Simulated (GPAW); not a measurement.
Write an ASE script for GPAW 26.7.0 that does the following.

| Property | Result |
| --- | --- |
| Task | phonons |
| Functional | PBE |
| Dispersion | D3(BJ)+ATM |
| Potentials or basis | GPAW PAW data sets (gpaw-data 1.2.1) |
| Cutoff | 600 eV |
| Basis | pw |
| k mesh | 7 × 7 × 7 |
| Occupations | marzari-vanderbilt, width 0.005 eV |
| Spin | no spin polarisation |
| random start of the orbitals | yes |
| Maxiter | 50 |
| Convergence | density=1e-06 eigenstates=1e-09 |
| Supercell | 1 × 1 × 1 |
| Supercell k mesh | 7 × 7 × 7 |
| Displacement | 0.01 |
| Relaxed first | cell |

Crystal: KBr.

```xyz
2
Lattice="4.0435 0.0000 0.0000 0.0000 4.0435 0.0000 0.0000 0.0000 4.0435" Properties=species:S:1:pos:R:3 pbc="T T T"
Br    2.0217    2.0217    2.0217
K     0.0000    0.0000    0.0000
```

Measurements of this composition are mostly on another form, of space group No. 225.

One way to write it, as run:

run.py

```python
import json
import numpy as np
from ase import Atoms
from ase.calculators.mixing import SumCalculator
from ase.constraints import FixSymmetry
from ase.filters import FrechetCellFilter
from ase.io import write
from ase.optimize import BFGS
from dftd3.ase import DFTD3
from phonopy import Phonopy
from phonopy.structure.atoms import PhonopyAtoms
from gpaw import GPAW, PW

atoms = Atoms(['Br', 'K'],
              cell=[[4.043499, 0.0, 0.0],
                    [0.0, 4.043499, 0.0],
                    [0.0, 0.0, 4.043499]],
              scaled_positions=[[0.5, 0.5, 0.5],
                                [0.0, 0.0, 0.0]],
              pbc=True)

calc = GPAW(mode=PW(600),
            xc='PBE',
            kpts={'size': (7, 7, 7), 'gamma': True},
            occupations={'name': 'marzari-vanderbilt', 'width': 0.005},
            nbands=26,
            convergence={'density': 1e-06, 'eigenstates': 1e-09},
            random=True,
            maxiter=50,
            txt='gpaw.txt')
atoms.calc = SumCalculator([calc, DFTD3(damping='d3bj', params_tweaks=dict(method='pbe', atm=True))])
atoms.set_constraint(FixSymmetry(atoms))
BFGS(FrechetCellFilter(atoms), trajectory='relax.traj', logfile='-').run(fmax=0.005, steps=40)
atoms.set_constraint()
energy = atoms.get_potential_energy()
forces = atoms.get_forces()
stress = atoms.get_stress()
calc.write('gs.gpw')
write('result.traj', atoms)
print('Cell:', atoms.cell.cellpar().round(4))
print(atoms.get_scaled_positions().round(5))

def force_constants(scale):
    unit = PhonopyAtoms(symbols=atoms.get_chemical_symbols(), cell=atoms.cell[:] * scale**(1 / 3),
                        scaled_positions=atoms.get_scaled_positions())
    ph = Phonopy(unit, supercell_matrix=np.diag([1, 1, 1]), primitive_matrix=np.eye(3), symprec=1e-4)
    ph.generate_displacements(distance=0.01)
    forces = []
    for i, sc in enumerate(ph.supercells_with_displacements):
        a = Atoms(sc.symbols, cell=sc.cell, scaled_positions=sc.scaled_positions, pbc=True)
        c = GPAW(mode=PW(600),
                 xc='PBE',
                 kpts={'size': (7, 7, 7), 'gamma': True},
                 occupations={'name': 'marzari-vanderbilt', 'width': 0.005},
                 nbands=26,
                 convergence={'density': 1e-06, 'eigenstates': 1e-09},
                 random=True,
                 maxiter=50,
                 txt=f'disp-{scale:.3f}-{i:02d}.txt')
        a.calc = SumCalculator([c, DFTD3(damping='d3bj', params_tweaks=dict(method='pbe', atm=True))])
        f = a.get_forces()
        forces.append(f - f.mean(axis=0))
        print(f'displacement {i}: drift', f.mean(axis=0).round(5), flush=True)
    ph.forces = forces
    ph.produce_force_constants()
    ph.symmetrize_force_constants()
    return ph

qpoints = [[0.0, 0.0, 0.0]]
results = {}
for scale in [1.0]:
    ph = force_constants(scale)
    ph.run_qpoints(qpoints)
    nu = ph.qpoints.frequencies * 33.35641  # THz to cm^-1
    results[f'{scale:.3f}'] = nu.tolist()
    for qp, f in zip(qpoints, nu):
        print(scale, np.round(qp, 4), f.round(2))
json.dump(results, open('phonons.json', 'w'))
```

Potentials or basis: GPAW PAW data sets (gpaw-data 1.2.1), pw.

Launch:

```console
$ OMP_NUM_THREADS=1 python run.py
```

It gave:

* Relaxed volume: 30.98 Å³/atom
* Relaxed cell: a = 3.957 Å, b = 3.957 Å, c = 3.957 Å, α = 90.00°, β = 90.00°, γ = 90.00°
* Space group after relaxing (to 0.05 Å): Pm-3m (No. 221)
* Pressure after relaxing: 0.0 GPa
* Band gap on the k mesh: 4.11 eV, indirect (least direct gap 4.36 eV)
* Highest phonon frequency at Γ, LO-TO splitting left out: 93 cm⁻¹
* Dispersion energy per atom: -0.232 eV

Caveat: the LO-TO splitting is left out; this smearing can pin the Fermi level at a band edge; an odd mesh through Γ misses points on the zone boundary, where band edges often lie.

It took 2.6 min on 1 thread of Arm Neoverse V2, on a shared host, peak memory 0.33 GiB.
